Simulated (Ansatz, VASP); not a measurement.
**SnSe in VASP and in Ansatz**

File INCAR:

```
ALGO     = Normal         # electronic algorithm
EDIFF    = 1E-6           # SCF threshold, eV
EDIFFG   = -0.01          # ionic threshold
ENCUT    = 600            # plane-wave cutoff, eV
GGA      = PE             # functional
IBRION   = 2              # ionic algorithm
ISIF     = 3              # what is computed and relaxed
ISMEAR   = -1             # smearing method
IVDW     = 13             # dispersion correction
LASPH    = True           # aspherical terms in the spheres
LCHARG   = False          # write CHGCAR
LREAL    = False          # projectors in reciprocal space
LWAVE    = False          # write WAVECAR
NELM     = 60             # most SCF steps
NSW      = 60             # ionic steps
PREC     = Accurate       # precision mode
SIGMA    = 0.05           # smearing width, eV
```

Contents of KPOINTS:

```
k-points
0
Gamma
  7 7 7
```

POSCAR

```
SnSe
1.0
    0.0000000000      3.3908400000      3.3908400000
    3.3908400000      0.0000000000      3.3908400000
    3.3908400000      3.3908400000      0.0000000000
Sn Se
1 1
Direct
    0.0000000000      0.0000000000      0.0000000000
    0.7500000000      0.7500000000      0.7500000000
```

File input.yaml:

```yaml
crystal:
  lattice:
    - [0.0, 3.39084, 3.39084]
    - [3.39084, 0.0, 3.39084]
    - [3.39084, 3.39084, 0.0]
  atoms:
    - { symbol: Sn, position: [0.0, 0.0, 0.0] }
    - { symbol: Se, position: [0.75, 0.75, 0.75] }
hamiltonian:
  xc: pbe
  pseudopotentials: { kind: paw }
  dispersion: d4
kpoints:
  mp_grid: { grid: [7, 7, 7] }
scf:
  occupations: { method: fermi_dirac, width: 0.05 }
output:
  forces: true
  stress: true
  eigenvalues: true
relax:
  f_tol: 0.01
  max_steps: 40
  cell: { stress_tol: 0.05 }
```

The cell was built by a generator and needn't be a form met in nature.

Alike in both runs: task relaxation of cell and atoms; functional PBE; dispersion D4; k mesh 7 × 7 × 7; occupations fermi-dirac, width 0.05 eV; no spin polarisation.

```csv
,VASP,Ansatz
version,VASP 6.6.1,Ansatz 0.2.0
potentials or method,"VASP PAW PBE potentials, release 64 (Sn_d, Se)",Ansatz PAW
plane-wave cutoff (eV),600,420
valence electrons in the cell,20,30
```

|  | VASP | Ansatz | Ansatz less VASP |
| --- | --- | --- | --- |
| gap on the k mesh at the Fermi level, each at its own relaxed structure (eV) | 0.18 | 0.19 | +0.001 |
| relaxed volume (Å³/atom) | 37.37 | 37.37 | +0.001 |
| relaxed cell length with the largest relative difference (Å) | 4.728 | 4.728 | +0.0001 |
| energy change over the relaxation (meV/atom) | -7 | -7 | -0.2 |

The two sets of potentials don't hold the same shells in valence.

Caveats: spin-orbit coupling is left out, which moves the levels of the heavy elements; an odd mesh through Γ misses points on the zone boundary, where band edges often lie (VASP); odd divisions of the mesh miss points on the zone boundary, where band edges often lie, so the gap on the mesh can be too wide (Ansatz); the plane-wave basis is chosen anew once the cell has moved, so the energies of steps on either side of that aren't comparable (Ansatz).
